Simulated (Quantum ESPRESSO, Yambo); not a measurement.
# GaP (F-43m): G0W0 on several meshes in Yambo, part 2 of 2

How does the mesh move the gap of GaP (F-43m)?

Quantum ESPRESSO 7.5 and Yambo 5.3.0; PBE and many-body steps on it, plane waves. Known limits of the many-body steps: not at the basis limit; exchange with frozen shells missing; no spin-orbit coupling; coarse k mesh.

So far. Step 4 (6×6×6): The gap on the mesh goes from 1.65 eV to 2.18 eV, a correction of +0.53 eV. Step 5 (Empty states on the mesh, 4×4×4 mesh, 115 bands): On this mesh the gap is 1.653 eV.

### Step 7. 4×4×4

This step: G0W0 on PBE, plane waves, norm-conserving pseudopotentials.

File gw11.in:

```
HF_and_locXC
gw0
dyson
ppa
em1d
rim_cut
RandQpts= 1000000
RandGvec= 1 RL
EXXRLvcs= 72 Ry
VXCRLvcs= 288 Ry
Chimod= "HARTREE"
% BndsRnXp
 1 | 115 |
%
NGsBlkXp= 10.5 Ry
% LongDrXp
 1 | 1 | 1 |
%
% GbndRnge
 1 | 115 |
%
DysSolver= "n"
ExtendOut
PPAPntXp= 27.21138 eV
% QPkrange
 1 | 1 | 8 | 11 |
 7 | 7 | 8 | 11 |
%
```

Command:

```console
$ OMP_NUM_THREADS=1 mpirun -n 4 yambo -F gw11.in -J gw11 -C gw11 > gw11.log
```

Log:

```text
 Yambo, version 5.3.0

 [02] CORE Variables Setup
 =========================

  [... cell, symmetries and grids as in the set-up ...]

  [02.05] Energies & Occupations
  ==============================

  [X] === General ===
  [X] Electronic Temperature                        :  0.000000  0.000000 [eV K]
  [X] Bosonic    Temperature                        :  0.000000  0.000000 [eV K]
  [X] Finite Temperature mode                       : no
  [X] El. density                                   :  0.44466E+24 [cm-3]
  [X] Fermi Level                                   :  7.619618 [eV]

  [X] === Gaps and Widths ===
  [X] Conduction Band Min                           :  1.652582 [eV]
  [X] Valence Band Max                              :  0.000000 [eV]
  [X] Filled Bands                                  :   9
  [X] Empty Bands                                   :   10  115
  [X] Direct Gap                                    :  1.816923 [eV]
  [X] Direct Gap localized at k                     :  1
  [X] Indirect Gap                                  :  1.652582 [eV]
  [X] Indirect Gap between kpts                     :   1   7
  [X] Last valence band width                       :  3.419614 [eV]
  [X] 1st conduction band width                     :  3.049489 [eV]

 [03] Transferred momenta grid and indexing
 ==========================================

 IBZ Q-points                                      :   8
 BZ  Q-points                                      :   64

 K/Q-points units:
 rlu = crystal or reduced units; cc = cartesian coordinates; iku = interal k-units

 Q [1]          [rlu]:  0.000000  0.000000  0.000000
 Q [2]          [rlu]: -0.25926E-17 -0.25926E-17  0.25000
 Q [3]          [rlu]:  0.51853E-17  0.51853E-17 -0.50000
[...]
NLCC RL compoments                               :  22419
  PP Number of Atomic Species                      :  2
  NLCC RL compoments                               :  22419

 [xc] E_xc :  -10.80912 [Ha]
      E_xc :  -21.61824 [Ry]

  Local XC kind (lXC) : Perdew, Burke & Ernzerhof(X)+Perdew, Burke & Ernzerhof(C)
  Non-Local XC kind (nlXC) : Hartree-Fock

  Corrections @ K [1] :  [eV]
 <8|nlXC|8> = -14.54333  0.35502E-17 <8|lXC|8> = -12.83810 -0.94408E-16
 <9|nlXC|9> = -14.54325  0.10034E-16 <9|lXC|9> = -12.83810  0.16226E-16
 <10|nlXC|10> = -7.977677 -0.10296E-17 <10|lXC|10> = -12.30555  0.94408E-16
[...]
Corrections @ K [7] :  [eV]
[...]
<10|nlXC|10> = -5.562010 -0.24401E-17 <10|lXC|10> = -9.354839 -0.11801E-16
 <11|nlXC|11> = -6.452241  0.47205E-18 <11|lXC|11> = -10.51066 -0.91458E-16

 [08] Dyson equation: Newton solver
 ==================================

  [08.01] G0W0 (W PPA)
  ====================

  [  GW  ] Bands range     :    1  115
  [GW/PPA] G damping       :  0.100000 [eV]

  QP @ state[ 1 ] K range:  1  1
  QP @ state[ 1 ] b range:   8  11
  QP @ state[ 2 ] K range:   7   7
  QP @ state[ 2 ] b range:   8  11

   Sc/G bands                                       :    1  115
   Sc/G damping                                     :  0.100000 ev
   Sc bands terminator                              : no
   Sx RL components                                 :  2837

   QP @ state[ 1 ] K range                          :  1  1
   QP @ state[ 1 ] b range                          :   8  11
   QP @ state[ 2 ] K range                          :   7   7
   QP @ state[ 2 ] b range                          :   8  11
   GF energies kind                                 : Perdew, Burke & Ernzerhof(X)+Perdew, Burke & Ernzerhof(C)
   GF WF`s kind                                     : Perdew, Burke & Ernzerhof(X)+Perdew, Burke & Ernzerhof(C)
   Xs energies kind                                 : Perdew, Burke & Ernzerhof(X)+Perdew, Burke & Ernzerhof(C)
   Xs WF`s kind                                     : Perdew, Burke & Ernzerhof(X)+Perdew, Burke & Ernzerhof(C)

 [11] Game Over & Game summary
```

Elapsed: 50 s, on 4 MPI ranks of Arm Neoverse V1, shared host; peak memory 1.4 GiB; 3.3 min of CPU time.

This step gave:

| Property | Result |
| --- | --- |
| G0W0 gap on the points computed | 2.164 eV |
| starting gap on the mesh | 1.653 eV |
| k of the valence top | 0, 0, 0 |
| k of the conduction bottom | 0, -0.5, -0.5 |
| least direct G0W0 gap on the computed points | 2.352 eV |
| Z at the valence top | 0.7859 |
| Z at the conduction bottom | 0.8102 |

Against G0W0 in Yambo (6×6×6 mesh, 115 bands, screening to 142.9 eV, Godby-Needs plasmon pole), the gap moves by −0.019 eV.

### Step 8. Empty states on the mesh, 8×8×8 mesh, 115 bands

This step: Quantum ESPRESSO 7.5; DFT, PBE, plane waves, norm-conserving pseudopotentials.

File pw.in:

```
&control
  calculation = 'nscf'
  prefix = 'x'
  outdir = 'o'
  pseudo_dir = 'pseudo'
/
&system
  ibrav = 0
  nat = 2
  ntyp = 2
  ecutwfc = 72.0
  nbnd = 115
  force_symmorphic = .true.
/
&electrons
  conv_thr = 1e-9
  electron_maxstep = 80
  diago_full_acc = .true.
  diago_thr_init = 5e-6
/
ATOMIC_SPECIES
  Ga 69.723 Ga.upf
  P 30.974 P.upf
CELL_PARAMETERS angstrom
  0.0000000000 2.7252500000 2.7252500000
  2.7252500000 0.0000000000 2.7252500000
  2.7252500000 2.7252500000 0.0000000000
ATOMIC_POSITIONS crystal
  Ga 0.0000000000 0.0000000000 0.0000000000
  P 0.2500000000 0.2500000000 0.2500000000
K_POINTS automatic
  8 8 8 0 0 0
```

Command:

```console
$ OMP_NUM_THREADS=1 mpirun -n 4 pw.x -nk 4 -in pw.in > pw.out
```

Log:

```text
[banner, memory and clock lines left out]
Program PWSCF v.7.5 starts

     Atomic positions and unit cell read from directory:
     o/x.save/

     Message from routine setup:
     using ibrav=0 with symmetry is DISCOURAGED, use correct ibrav instead

     G-vector sticks info

     bravais-lattice index     =            0
     lattice parameter (alat)  =       7.2832  a.u.
     unit-cell volume          =     273.1780 (a.u.)^3
     number of atoms/cell      =            2
     number of atomic types    =            2
     number of electrons       =        18.00
[...]
k = 0.0884 0.0884-0.0884 (  2794 PWs)   bands (ev):

[...]
[... 3 further rows ...]
[...]
104.5244 105.2811 107.2271

          k = 0.1768 0.1768-0.1768 (  2809 PWs)   bands (ev):

[...]
79.1219  79.1219  82.9030  83.1471  83.2384  83.2384  84.7058  86.1799
     [... 3 further rows ...]
   100.2728 101.7451 102.9112 102.9112 105.4377 105.4517 105.4517 106.9058
   106.9058 107.6388 108.0062

          k = 0.2652 0.2652-0.2652 (  2821 PWs)   bands (ev):

     [... further k-points ...]

     highest occupied, lowest unoccupied level (ev):     7.6196    9.2607

     XML data file, pseudopotentials, collected wavefunctions
```

Wall time 20 s (4 MPI ranks); peak memory 0.3 GiB; 79 s of CPU time.

Numbers from this step:

```
gap                                                           : 1.641 eV
k of the valence top                                          : 0, 0, 0
k of the conduction bottom                                    : 0, 0.375, 0.375
least direct gap                                              : 1.817 eV
k points computed                                             : 29
lowest point of the top converged band, above the valence top : 94.8935 eV
```

On this mesh the gap is 1.641 eV.

### Step 9. Conversion and set-up

This step: Yambo 5.3.0; conversion and set-up on PBE, plane waves, norm-conserving pseudopotentials.

Command:

```console
$ (cd o/x.save; p2y > p2y.log; mv SAVE ../..); yambo > setup.log
```

Log:

```text
 Yambo, version 5.3.0

 [02] CORE Variables Setup
 =========================

  [02.01] Unit cells
  ==================

  Cell kind             :  FCC
  Atoms in the cell     :  Ga  P
  number of Ga atoms    :  1
  number of P  atoms    :  1

  List of atomic masses
  Mass of Ga    :  69.72300
  Mass of P     :  30.97400

  List of atomic coordinates    : [cc]
  Ga1       :  0.000000  0.000000  0.000000  order 1
  P1       :  2.574988  2.574988  2.574988  order 2

  Alat factors          :  5.149976  5.149976  5.149976 [a.u.]
  Direct lattice volume :  273.1780 [a.u.]
[...]
Q [ 1]         [rlu]:  0.000000  0.000000  0.000000
 Q [ 2]         [rlu]: -0.12963E-17 -0.12963E-17  0.12500
 Q [ 3]         [rlu]: -0.25926E-17 -0.25926E-17  0.25000
[...]
Q [ 8]         [rlu]: -0.25926E-17  0.12500      0.37500
 Q [ 9]         [rlu]: -0.52520E-17  0.12500      0.50000
 Q [10]         [rlu]:  0.51853E-17  0.12500     -0.37500
     [... 17 further rows ...]
 Q [28]         [rlu]:  0.125000 -0.500000 -0.375000
 Q [29]         [rlu]:  0.250000 -0.500000 -0.250000

  [03.01] X indexes
  =================

   [03.01.01] Sigma indexes
   ========================

 [06] Game Over & Game summary
```

Elapsed: 3 s, on 1 MPI rank; peak memory 0.24 GiB.

### Step 10. 8×8×8

This step: G0W0 on PBE, plane waves, norm-conserving pseudopotentials.

gw12.in, as its differences from gw11.in of step 7:

```diff
@@ -26,3 +26,3 @@
  1 | 1 | 8 | 11 |
- 7 | 7 | 8 | 11 |
+ 18 | 18 | 8 | 11 |
 %
```

Command:

```console
$ OMP_NUM_THREADS=1 mpirun -n 4 yambo -F gw12.in -J gw12 -C gw12 > gw12.log
```

Log:

```text
 Yambo, version 5.3.0

 [02] CORE Variables Setup
 =========================

  [... cell, symmetries and grids as in the set-up ...]

  [02.05] Energies & Occupations
  ==============================

  [X] === General ===
  [X] Electronic Temperature                        :  0.000000  0.000000 [eV K]
  [X] Bosonic    Temperature                        :  0.000000  0.000000 [eV K]
  [X] Finite Temperature mode                       : no
  [X] El. density                                   :  0.44466E+24 [cm-3]
[...]
QP @ state[ 1 ] b range                          :   8  11
   QP @ state[ 2 ] K range                          :  18  18
   QP @ state[ 2 ] b range                          :   8  11
   GF energies kind                                 : Perdew, Burke & Ernzerhof(X)+Perdew, Burke & Ernzerhof(C)
   GF WF`s kind                                     : Perdew, Burke & Ernzerhof(X)+Perdew, Burke & Ernzerhof(C)
   Xs energies kind                                 : Perdew, Burke & Ernzerhof(X)+Perdew, Burke & Ernzerhof(C)
   Xs WF`s kind                                     : Perdew, Burke & Ernzerhof(X)+Perdew, Burke & Ernzerhof(C)

 [11] Game Over & Game summary
```

It took 18 min on 4 MPI ranks; peak memory 2.1 GiB; 71 min of CPU time.

Numbers from this step:

```yaml
g0w0_gap_on_the_points_computed: 2.179 eV
starting_gap_on_the_mesh: 1.641 eV
k_of_the_valence_top: 0, 0, 0
k_of_the_conduction_bottom: 0, 0.375, 0.375
least_direct_g0w0_gap_on_the_computed_points: 2.339 eV
```

Against G0W0 in Yambo (6×6×6 mesh, 115 bands, screening to 142.9 eV, Godby-Needs plasmon pole), the gap moves by −0.005 eV.

### Step 11. The runs together

Times are wall times on 4 MPI ranks of Arm Neoverse V1, shared host, good to a factor of about two.

| run | mesh | bands | screening cutoff (eV) | DFT gap (eV) | gap on the mesh (eV) | direct (eV) | time |
| --- | --- | --- | --- | --- | --- | --- | --- |
| 6×6×6 | 6×6×6 | 115 | 142.9 | 1.653 | 2.183 | 2.342 | 4.4 min |
| 4×4×4 | 4×4×4 | 115 | 142.9 | 1.653 | 2.164 | 2.352 | 50 s |
| 8×8×8 | 8×8×8 | 115 | 142.9 | 1.641 | 2.179 | 2.339 | 18 min |

### Step 12. What came out

```
6×6×6        : 2.183 eV
4×4×4        : 2.164 eV
8×8×8        : 2.179 eV
known limits : not at the basis limit; exchange with frozen shells missing; no spin-orbit coupling; coarse k mesh
```

In words: 4×4×4: −0.019 eV against 6×6×6. 8×8×8: −0.005 eV against 6×6×6, −0.011 eV of it in the start. Bands and cutoff are finite, so the gap is not at the basis limit. The miss can reach some tenths of an eV and take either sign; the mesh is an error of its own. In the G0W0 runs levels were corrected at 2 k points alone, so a gap called «on the mesh» is the least over those, and an edge elsewhere would be missed. A denser mesh or path gives a starting gap of 1.59 eV: the GW mesh misses a band edge, so its gaps are not the fundamental one. The norm-conserving file of at least one element keeps a d shell over frozen s and p shells of the same row. Exchange with those shells is missing from the self-energy, an error of 0.3 to 0.9 eV in cases checked, whose sign depends on which edge lies on those atoms. The many-body steps are scalar-relativistic: spin-orbit coupling is not in them.

[Paths, hosts, dates, memory and timing lines, banners, echoed tables and standing remarks are left out of the program output.]

[Logs are printed without paths, hosts, clocks, repeated set-up lines and the standing remarks that a program may print on its own settings, such as how far it seeks lower states.]

[Runs of the session that timed out or met a known fault of the program may be left out.]

[Hosts, paths, dates, database ids (printed as entryN), source tags and the programs' standing remarks are cut or masked in the printed files.]
